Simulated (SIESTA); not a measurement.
TiCo:

```
Co Ti
1.0
     2.98611    0.00000    0.00000
     0.00000    2.98611    0.00000
     0.00000    0.00000    2.98611
Co Ti
1 1
Cartesian
  1.4931 1.4931 1.4931
  0.0000 0.0000 0.0000
```

The cell comes from a database or a generator and needn't be the stable form of this composition.

Base run:

- Program: SIESTA 5.4.2
- Functional: PBE
- Potentials or basis: SG15 1.2 (PBE files) or PseudoDojo by element
- Basis: DZP (energy shift 0.003 Ry; two zetas on semicore shells)
- Grid cutoff: 800 Ry
- Energy shift: 0.003 Ry
- k mesh: 9 × 9 × 9
- Occupations: fermi-dirac, width 0.05 eV
- Spin: collinear spin, ferromagnetic start
- Starting moments: [2.0, 1.0] μB

Its results: band gap on the k mesh none (metal or under the smearing width); pressure 0.7 GPa; net moment 0.82 μB per cell; site moments Co +0.94; Ti -0.12 μB.

Q: The run is repeated on the same cell with these changes: potentials or basis from SG15 1.2 (PBE files) or PseudoDojo by element to Ansatz NC with PseudoDojo 0.4 standard (PBE files). What comes out?

A: Band gap on the k mesh none (metal or under the smearing width); pressure -1.1 GPa; net moment 0.81 μB per cell; site moments Co +0.91; Ti -0.11 μB.

Caveats: the basis of atomic orbitals isn't converged, which shifts pressures, moduli and gaps; short orbitals over semicore shells can move pressures by several GPa (some runs).

Not every run made on this cell is shown here.
